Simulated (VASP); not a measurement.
# SnO (P4/nmm) in VASP: notebook

Runs on SnO. Level: LDA. Tasks: relaxation of cell and atoms, electrostatic potential.

Everything below comes from runs of VASP 6.6.1. Logs are shortened: lines on timing, memory, paths and dates and some standing lists are left out, and cuts for length are marked.

### 1 The crystal as given

The structure is tetragonal, space group P4/nmm (No. 129). The conventional cell has a = 3.800 Å, b = 3.800 Å, c = 4.840 Å, α = 90.00°, β = 90.00°, γ = 90.00°. Sn (site symmetry 4mm) has 4 O at 2.22 Å as nearest neighbours. Around O (site symmetry -4m2) lie 4 Sn at 2.22 Å.

The cell was built by a generator and needn't be a form met in nature.

### 2 Relaxation of cell and atoms, LDA

Input file INCAR:

```
SYSTEM = SnO
ALGO = Normal ; EDIFF = 1E-6
EDIFFG = -0.005 ; ENCUT = 600
GGA = CA ; IBRION = 2
ISIF = 3 ; ISMEAR = 0
LASPH = .True. ; LCHARG = .False.
LREAL = .False. ; LWAVE = .False.
NELM = 120 ; NSW = 40
PREC = Accurate ; SIGMA = 0.02
```

Input file KPOINTS:

```
k-points
0
Gamma
  10 10 8
  0 0 0
```

Input file POSCAR:

```
SnO
1.0
    3.8000000000      0.0000000000      0.0000000000
    0.0000000000      3.8000000000      0.0000000000
    0.0000000000      0.0000000000      4.8400000000
Sn O
2 2
Direct
    0.2500000000      0.2500000000      0.2360000000
    0.7500000000      0.7500000000      0.7640000000
    0.7500000000      0.2500000000      0.0000000000
    0.2500000000      0.7500000000      0.0000000000
```

Potentials or basis: VASP PAW LDA potentials, release 64 (Sn_d, O).

Launch:

```console
$ cat potpaw_LDA.64/Sn_d/POTCAR potpaw_LDA.64/O/POTCAR > POTCAR
$ mpirun -np 1 vasp_std > vasp.out
```

OUTCAR:

```text
SYSTEM = SnO
   EDIFF = 1E-6
   EDIFFG = -0.005
   ENCUT = 600
   GGA = CA
   IBRION = 2
   ISIF = 3
   ISMEAR = 0
   LASPH = .True.
   LREAL = .False.
   NELM = 120
   NSW = 40
   PREC = Accurate

 ion  position               nearest neighbor table
   1  0.250  0.250  0.236-   3 2.22   4 2.22   4 2.22   3 2.22   2 3.53   2 3.53   2 3.53   2 3.53
                             2 3.71   2 3.71   2 3.71   2 3.71
   2  0.750  0.750  0.764-   3 2.22   4 2.22   3 2.22   4 2.22   1 3.53   1 3.53   1 3.53   1 3.53
                             1 3.71   1 3.71   1 3.71   1 3.71
   3  0.750  0.250  0.000-   1 2.22   2 2.22   2 2.22   1 2.22
   4  0.250  0.750  0.000-   1 2.22   2 2.22   1 2.22   2 2.22

  LATTYP: Found a simple tetragonal cell.
 ALAT       =     3.8000000000
 C/A-ratio  =     1.2736842105

  Lattice vectors:

 A1 = (   3.8000000000,   0.0000000000,   0.0000000000)
 A2 = (   0.0000000000,   3.8000000000,   0.0000000000)
 A3 = (   0.0000000000,   0.0000000000,   4.8400000000)

Analysis of symmetry for initial positions (statically):
=====================================================================
 Subroutine PRICEL returns:
 Original cell was already a primitive cell.

 Routine SETGRP: Setting up the symmetry group for a
 simple tetragonal supercell.

 Subroutine GETGRP returns: Found 16 space group operations
 (whereof  4 operations were pure point group operations)
 out of a pool of 16 trial point group operations.

The static configuration has the point symmetry C_2h.
 The point group associated with its full space group is D_4h.

Analysis of symmetry for dynamics (positions and initial velocities):
=====================================================================
 Subroutine PRICEL returns:
 Original cell was already a primitive cell.

 Routine SETGRP: Setting up the symmetry group for a
 simple tetragonal supercell.

 Subroutine GETGRP returns: Found 16 space group operations
 (whereof  4 operations were pure point group operations)
 out of a pool of 16 trial point group operations.

The dynamic configuration has the point symmetry C_2h.
 The point group associated with its full space group is D_4h.

 Subroutine INISYM returns: Found 16 space group operations
 (whereof  4 operations are pure point group operations),
 and found     1 'primitive' translations

----------------------------------------------------------------------------------------

                                     Primitive cell

  volume of cell :      69.8896

  direct lattice vectors                    reciprocal lattice vectors
     3.800000000  0.000000000  0.000000000     0.263157895  0.000000000  0.000000000
     0.000000000  3.800000000  0.000000000     0.000000000  0.263157895  0.000000000
     0.000000000  0.000000000  4.840000000     0.000000000  0.000000000  0.206611570

  length of vectors
     3.800000000  3.800000000  4.840000000     0.263157895  0.263157895  0.206611570

  position of ions in fractional coordinates (direct lattice)
     0.250000000  0.250000000  0.236000000
     0.750000000  0.750000000  0.764000000
     0.750000000  0.250000000  0.000000000
     0.250000000  0.750000000  0.000000000

  ion indices of the primitive-cell ions
   primitive index   ion index
                 1           1
                 2           2
                 3           3
                 4           4

----------------------------------------------------------------------------------------

 KPOINTS: k-points

Automatic generation of k-mesh.
 Grid dimensions read from file:
 generate k-points for:   10   10    8

 Generating k-lattice:

  Cartesian coordinates                     Fractional coordinates (reciprocal lattice)
     0.026315789  0.000000000  0.000000000     0.100000000  0.000000000  0.000000000
     0.000000000  0.026315789  0.000000000     0.000000000  0.100000000  0.000000000
     0.000000000  0.000000000  0.025826446     0.000000000  0.000000000  0.125000000

  Length of vectors
     0.026315789  0.026315789  0.025826446

  Shift w.r.t. Gamma in fractional coordinates (k-lattice)
     0.000000000  0.000000000  0.000000000

 Subroutine IBZKPT returns following result:
 ===========================================

 Found    105 irreducible k-points:

 Following reciprocal coordinates:
            Coordinates               Weight
  0.000000  0.000000  0.000000      1.000000
  0.100000  0.000000  0.000000      4.000000
  0.200000  0.000000  0.000000      4.000000
  0.300000  0.000000  0.000000      4.000000
  0.400000  0.000000  0.000000      4.000000
  0.500000  0.000000  0.000000      2.000000
[... 16 lines left out ...]
  0.100000  0.000000  0.125000      8.000000
  0.200000  0.000000  0.125000      8.000000
 [... further k-points ...]
   k-points           NKPTS =    105   k-points in BZ     NKDIM =    105   number of bands    NBANDS=     24
   number of dos      NEDOS =    301   number of ions     NIONS =      4
   total plane-waves  NPLWV =  36000
   dimension x,y,z NGX =    30 NGY =   30 NGZ =   40
   dimension x,y,z NGXF=    60 NGYF=   60 NGZF=   80
   ions per type =               2   2
   NGX,Y,Z   is equivalent  to a cutoff of  13.12, 13.12, 13.74 a.u.
   NGXF,Y,Z  is equivalent  to a cutoff of  26.25, 26.25, 27.48 a.u.
 SYSTEM =  SnO
   PREC   = accura    normal or accurate (medium, high low for compatibility)
   ISTART =      0    job   : 0-new  1-cont  2-samecut
   ICHARG =      2    charge: 1-file 2-atom 10-const
   ISPIN  =      1    spin polarized calculation?
   LNONCOLLINEAR =      F non collinear calculations
   LSORBIT =      F    spin-orbit coupling
   LASPH  =      T    aspherical Exc in radial PAW
   ENCUT  =  600.0 eV  44.10 Ry    6.64 a.u.   7.59  7.59  9.67*2*pi/ulx,y,z
   NELM   =    120;   NELMIN=  2; NELMDL= -5     # of ELM steps
   EDIFF  = 0.1E-05   stopping-criterion for ELM
   LREAL  =      F    real-space projection
   EDIFFG = -.5E-02   stopping-criterion for IOM
   NSW    =     40    number of steps for IOM
   IBRION =      2    ionic relax: 0-MD 1-quasi-New 2-CG
   NFREE  =      1    steps in history (QN), initial steepest desc. (CG)
   ISIF   =      3    stress and relaxation
   ISYM   =      2    0-nonsym 1-usesym 2-fastsym
   POTIM  = 0.5000    time-step for ionic-motion
   TEBEG  =    0.0;   TEEND  =   0.0 temperature during run
   PSTRESS=    0.0 pullay stress
   NELECT =      40.0000    total number of electrons
   NUPDOWN=      -1.0000    fix difference up-down
   EMIN   =  10.00;   EMAX   =-10.00  energy-range for DOS
   EFERMI =   0.00;   METHOD = LEGACY
   ISMEAR =     0;   SIGMA  =   0.02  broadening in eV -4-tet -1-fermi 0-gaus
   EFERMI_NEDOS =   21; number of points for ismear=-14 and -15
   IALGO  =     38    algorithm
   IMIX   =      4    mixing-type and parameters
     AMIX     =   0.40;   BMIX     =  1.00
     AMIX_MAG =   1.60;   BMIX_MAG =  1.00
  volume/ion in A,a.u.               =      17.47       117.91
  Fermi-wavevector in a.u.,A,eV,Ry     =   1.359223  2.568559 25.136581  1.847487
  Thomas-Fermi vector in A             =   2.485989
   LORBIT       =      0    0 simple, 1 ext, 2 COOP (PROOUT), +10 PAW based schemes
   GGA     = CA    functional components
   LHFCALC =     F    Hartree Fock is set to
   AEXX    =    0.0000 exact exchange contribution
   IVDW    =     0    specifies the selected vdW correction
   LEPSILON=     F    determine dielectric tensor
   LRPA    =     F    only Hartree local field effects (RPA)
 conjugate gradient relaxation of ions
 non-spin polarized calculation
 Gauss-broadening in eV      SIGMA  =   0.02
  energy-cutoff  :      600.00
  volume of cell :       69.89
 maximum number of plane-waves:      2355
   NGX = 15   NGY = 15   NGZ = 19

--------------------------------------- Ionic step        1  -------------------------------------------

 number of electron      40.0000024 magnetization

 Free energy of the ion-electron system (eV)
  ---------------------------------------------------
  ext. energy  EPLUGINS =         0.00000000
  ---------------------------------------------------
  free energy    TOTEN  =       -25.71572298 eV

  energy without entropy =      -25.71572298  energy(sigma->0) =      -25.71572298

------------------------ aborting loop because EDIFF is reached ----------------------------------------

  FORCE on cell =-STRESS in cart. coord.  units (eV):
  Direction    XX          YY          ZZ          XY          YZ          ZX
  --------------------------------------------------------------------------------------
  -------------------------------------------------------------------------------------
  Total       -0.8597259     -0.8597259     -0.6650382     -0.0000000      0.0000000      0.0000000
  in kB      -19.7087018    -19.7087018    -15.2456033     -0.0000000      0.0000000      0.0000000
  external PRESSURE =     -18.2210023 kB  Pullay stress =       0.0000000 kB
[... 95 lines left out ...]
  FREE ENERGIE OF THE ION-ELECTRON SYSTEM (eV)
  ---------------------------------------------------
  free  energy   TOTEN  =       -25.7242723680 eV

  energy  without entropy=      -25.7242467426  energy(sigma->0) =      -25.72425956

[... ionic steps 4 to 10 ...]

--------------------------------------- Ionic step       11  -------------------------------------------

 number of electron      40.0000011 magnetization

------------------------ aborting loop because EDIFF is reached ----------------------------------------
[... 71 lines left out ...]
--------------------------------------- Ionic step       13  -------------------------------------------

 number of electron      40.0000010 magnetization

 Free energy of the ion-electron system (eV)
  ---------------------------------------------------
  ext. energy  EPLUGINS =         0.00000000
  ---------------------------------------------------
  free energy    TOTEN  =       -25.74244392 eV

  energy without entropy =      -25.74226981  energy(sigma->0) =      -25.74235687

 E-fermi :   7.6651     XC(G=0): -11.0171

 val. band max:        7.6642738470   @ k =   0.1000   0.0000   0.0000
 cond. band min:       7.6673971777   @ k =   0.5000   0.5000   0.1250
 fundamental gap:      0.0031233307
 Fermi energy:         7.6651369344

 k-point     1 :       0.0000    0.0000    0.0000
  band No.  band energies     occupation
      1     -14.3709      2.00000
      2     -13.9103      2.00000
      3     -13.9103      2.00000
      4     -13.8908      2.00000
      5     -13.8478      2.00000
      6     -13.8428      2.00000
[... 637 lines left out ...]
     23      11.9307      0.00000
     24      13.0580      0.00000

 [... further k-points ...]

------------------------ aborting loop because EDIFF is reached ----------------------------------------

  FORCE on cell =-STRESS in cart. coord.  units (eV):
  Direction    XX          YY          ZZ          XY          YZ          ZX
  --------------------------------------------------------------------------------------
  -------------------------------------------------------------------------------------
  Total        0.0129054      0.0129054     -0.0035509      0.0000000      0.0000000      0.0000000
  in kB        0.3142351      0.3142351     -0.0864611      0.0000000      0.0000000      0.0000000
  external PRESSURE =       0.1806697 kB  Pullay stress =       0.0000000 kB
[... 19 lines left out ...]
  FREE ENERGIE OF THE ION-ELECTRON SYSTEM (eV)
  ---------------------------------------------------
  free  energy   TOTEN  =       -25.7424439209 eV

  energy  without entropy=      -25.7422698096  energy(sigma->0) =      -25.74235687

 reached required accuracy - stopping structural energy minimisation
```

It took 9.6 min on 1 thread of Intel Xeon 6975P-C (Granite Rapids), shared host; peak memory 0.31 GiB.

Results:

| Property | Result |
| --- | --- |
| Free energy | -25.7424 eV |
| Relaxed volume | 16.45 Å³/atom |
| Relaxed cell | a = 3.767 Å, b = 3.767 Å, c = 4.637 Å, α = 90.00°, β = 90.00°, γ = 90.00° |
| Space group after relaxing (to 0.05 Å) | P4/nmm (No. 129) |
| Energy gained by relaxing | 6.7 meV/atom |
| Ionic steps | 13 |
| Pressure after relaxing | 0.0 GPa |
| Largest force after relaxing | 0.005 eV/Å |
| Band gap on the k mesh | none (metal or under the smearing width) |

Forces in eV/Å, atoms in the order of the input:
```
Sn   0.000  0.000 -0.005
Sn   0.000  0.000  0.005
O    0.000  0.000  0.000
O    0.000  0.000  0.000
```

Step by step:
| step | energy change (eV) | largest force (eV/Å) | pressure (GPa) | volume (Å³) |
| --- | --- | --- | --- | --- |
| 1 | 0.0000 | 0.0723 | -1.82 | 69.89 |
| 2 | -0.0074 | 0.4220 | 0.91 | 67.90 |
| 3 | -0.0085 | 0.3181 | 0.20 | 68.44 |
| 4 | -0.0159 | 0.1468 | -0.01 | 67.81 |
| 5 | -0.0180 | 0.0131 | -0.11 | 67.37 |
| 6 | -0.0181 | 0.0240 | -0.12 | 67.25 |
| 7 | -0.0222 | 0.0087 | -0.02 | 66.79 |
| 8 | -0.0263 | 0.0204 | 0.15 | 65.95 |
| 9 | -0.0266 | 0.0295 | 0.30 | 65.59 |
| 10 | -0.0266 | 0.0284 | 0.24 | 65.68 |
| 11 | -0.0261 | 0.1009 | -0.54 | 66.01 |
| 12 | -0.0267 | 0.0098 | 0.00 | 65.78 |
| 13 | -0.0267 | 0.0050 | 0.02 | 65.80 |

Final structure:
```cif
data_structure
_symmetry_space_group_name_H-M 'P 1'
_symmetry_Int_Tables_number 1
_cell_length_a 3.7671
_cell_length_b 3.7671
_cell_length_c 4.6366
_cell_angle_alpha 90.000
_cell_angle_beta 90.000
_cell_angle_gamma 90.000
_cell_volume 65.80
loop_
_atom_site_label
_atom_site_type_symbol
_atom_site_fract_x
_atom_site_fract_y
_atom_site_fract_z
_atom_site_occupancy
Sn1 Sn 0.25000 0.25000 0.24787 1
Sn2 Sn 0.75000 0.75000 0.75213 1
O1 O 0.75000 0.25000 0.00000 1
O2 O 0.25000 0.75000 0.00000 1
```

Levels at points of the mesh, in eV from the Fermi level:
| k point | band 18 | band 19 | band 20 | band 21 | band 22 | band 23 |
| --- | --- | --- | --- | --- | --- | --- |
| (0.00, 0.00, 0.00) | -3.33 | -3.33 | -0.02 | 2.30 | 4.45 | 4.45 |
| (0.50, 0.00, 0.00) | -5.09 | -2.96 | -2.96 | 3.37 | 3.37 | 5.81 |
| (0.50, 0.50, 0.00) | -2.64 | -1.97 | -1.97 | -0.27 | -0.27 | 4.42 |
| (0.00, 0.00, 0.50) | -3.35 | -2.77 | -2.32 | 1.54 | 2.57 | 2.57 |
| (0.50, 0.00, 0.50) | -5.03 | -1.83 | -1.83 | 2.77 | 2.77 | 5.20 |
| (0.50, 0.50, 0.50) | -2.99 | -2.64 | -2.64 | 2.20 | 2.20 | 4.37 |

[end of part 1 of 2]
